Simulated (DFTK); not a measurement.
Input of a DFTK 0.8.2 run:

run.jl

```julia
using DFTK
using PseudoPotentialData
using Unitful, UnitfulAtomic
using LinearAlgebra, Printf
using AtomsBase
include("save.jl")
disable_threading()

cell = [[0.0, 3.2333428, 3.2333428],
        [3.2333428, 0.0, 3.2333428],
        [3.2333428, 3.2333428, 0.0]]u"Å"
system = periodic_system([:Sn => [0.75, 0.75, 0.75],
                          :Sn => [0.5, 0.5, 0.5]],
                         cell; fractional=true)
lattice   = austrip.(hcat(cell_vectors(system)...))
symbols   = atomic_symbol(system, :) .|> Symbol
positions = [lattice \ austrip.(position(system, i)) for i in 1:length(system)]
pseudopotentials = PseudoFamily("cp2k.nc.sr.lda.v0_1.semicore.gth")
elements = Dict(s => ElementPsp(s, pseudopotentials) for s in unique(symbols))
atoms    = [elements[s] for s in symbols]

build_model(lattice, positions; symmetries=true) =
    model_DFT(lattice, atoms, positions;
              functionals=LDA(),
              temperature=austrip(0.05u"eV"),
              smearing=Smearing.FermiDirac(),
              symmetries)
Ecut  = 27.0  # hartree
kgrid = [7, 7, 7]
tol   = 1e-6
to_GPa = ustrip(uconvert(u"GPa", 1u"hartree/bohr^3"))

results["points"] = []
for scale in [0.94, 0.96, 0.98, 1.0, 1.02, 1.04, 1.06]
    println("\n=== scale = ", scale)
    model = build_model(cbrt(scale) * lattice, positions)
    basis = PlaneWaveBasis(model; Ecut, kgrid)
    t0 = time()
    scfres = self_consistent_field(basis;
                                   tol,
                                   nbandsalg=AdaptiveBands(model; n_bands_converge=9))
    seconds = time() - t0
    @printf "SCF: %d iterations, %.1f s\n" scfres.n_iter seconds
    forces = compute_forces_cart(scfres)
    stress = compute_stresses_cart(scfres)
    @printf "V = %.5f Å^3  F = %.8f Ha  max force = %.5f eV/Å  p = %.4f GPa\n" ustrip(auconvert(u"Å^3", model.unit_cell_volume)) scfres.energies.total ustrip(auconvert(u"eV/Å", maximum(norm, forces))) (-tr(stress) / 3 * to_GPa)
    push!(results["points"], save_scf!(scfres; forces, stress, d=Dict{String,Any}("seconds" => seconds, "n_matvec" => get(scfres, :n_matvec, 0))))
end

# third-order Birch-Murnaghan fit in x = V^(-2/3)
V = [0.94, 0.96, 0.98, 1.0, 1.02, 1.04, 1.06] * abs(det(lattice))
E = [p["total"] for p in results["points"]]
x = V .^ (-2 / 3)
c = [x .^ 0 x x .^ 2 x .^ 3] \ E
Δ = c[3]^2 - 3c[2] * c[4]
if Δ > 0
    x0 = (-c[3] + sqrt(Δ)) / 3c[4]
    B0 = 4 / 9 * x0^(7 / 2) * (2c[3] + 6c[4] * x0)
    @printf "V0 = %.4f Å^3  B0 = %.2f GPa\n" ustrip(auconvert(u"Å^3", x0^(-3 / 2))) B0 * to_GPa
end
```

Potentials or basis: cp2k.nc.sr.lda.v0_1.semicore.gth (LDA, GTH).

The run is started by

```bash
$ julia --threads=1 run.jl  # save.jl only writes the numbers to a file and isn't shown; printed stress counts tension as positive; times include loading and compiling
```

Problem. What does it give for the equilibrium volume?

Solution. 32.87 Å³/atom.

Problem. What does it give for the pressure derivative of the bulk modulus?

Solution. 4.8.

Problem. Estimate the bulk modulus.

Solution. 45 GPa.

Energy against volume, from the lowest point:
| volume (Å³/atom) | energy (meV/atom) |
| --- | --- |
| 31.775 | 5.30 |
| 32.451 | 0.53 |
| 33.127 | 0.00 |
| 33.803 | 3.24 |
| 34.479 | 9.83 |
| 35.155 | 19.39 |
| 35.831 | 31.56 |

Caveat: GTH potentials come without recommended cutoffs, and this one wasn't checked for convergence. LDA usually gives volumes a few per cent too small.
